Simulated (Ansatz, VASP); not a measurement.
Given: the input of a run of Ansatz 0.2.0 on LiCl.

input.yaml

```yaml
crystal:
  lattice:
    - [0.0, 2.56477, 2.56477]
    - [2.56477, 0.0, 2.56477]
    - [2.56477, 2.56477, 0.0]
  atoms:
    - { symbol: Cl, position: [0.5, 0.5, 0.5] }
    - { symbol: Li, position: [0.0, 0.0, 0.0] }
kpoints:
  mp_grid: { grid: [6, 6, 6] }
scf:
  occupations: { method: fermi_dirac, width: 0.05 }
hamiltonian:
  xc: pbesol
  pseudopotentials: { kind: all_electron, datasets: crystal }
output:
  forces: true
  stress: true
  eigenvalues: true
```

Potentials or basis: all-electron PAW datasets made for the crystal.

Run with:

```sh
$ ansatz run input.yaml --threads 2 --pin off --max-ram 8192MiB --backend cpu --events-out ev --progress --plain --runs-dir out
```

Translate it to VASP 6.6.1. Potentials there: VASP PAW PBE potentials, release 64 (Cl, Li_sv).

As run (the cutoff follows the program's own potentials):

File INCAR:

```
SYSTEM = LiCl
  ALGO = Normal
  EDIFF = 1E-6
  ENCUT = 520
  GGA = PS
  ISIF = 2
  ISMEAR = -1
  LASPH = .TRUE.
  LCHARG = .FALSE.
  LREAL = .FALSE.
  LWAVE = .FALSE.
  NBANDS = 12
  NELM = 100
  PREC = Accurate
  SIGMA = 0.05
```

KPOINTS

```
k-points
0
G
  6 6 6
  0 0 0
```

File POSCAR:

```
LiCl
1.0
    0.0000000000      2.5647700000      2.5647700000
    2.5647700000      0.0000000000      2.5647700000
    2.5647700000      2.5647700000      0.0000000000
Cl Li
1 1
Direct
    0.5000000000      0.5000000000      0.5000000000
    0.0000000000      0.0000000000      0.0000000000
```

Potentials or basis: VASP PAW PBE potentials, release 64 (Cl, Li_sv).

The run is started by

```bash
$ cat potpaw_PBE.64/Cl/POTCAR potpaw_PBE.64/Li_sv/POTCAR > POTCAR
$ mpirun -np 1 vasp_std > vasp.out
```

Both were run:

|  | VASP | Ansatz | Ansatz less VASP |
| --- | --- | --- | --- |
| gap on the k mesh at the Fermi level (eV) | 6.14 | 6.13 | -0.012 |
| least direct gap on the mesh (eV) | 6.14 | 6.13 | -0.012 |

Ansatz ran all-electron here, so the differences hold the error of VASP's frozen core and of both bases.

 A k mesh can miss the band edges. As with any semilocal functional, this PBEsol gap is likely too small.
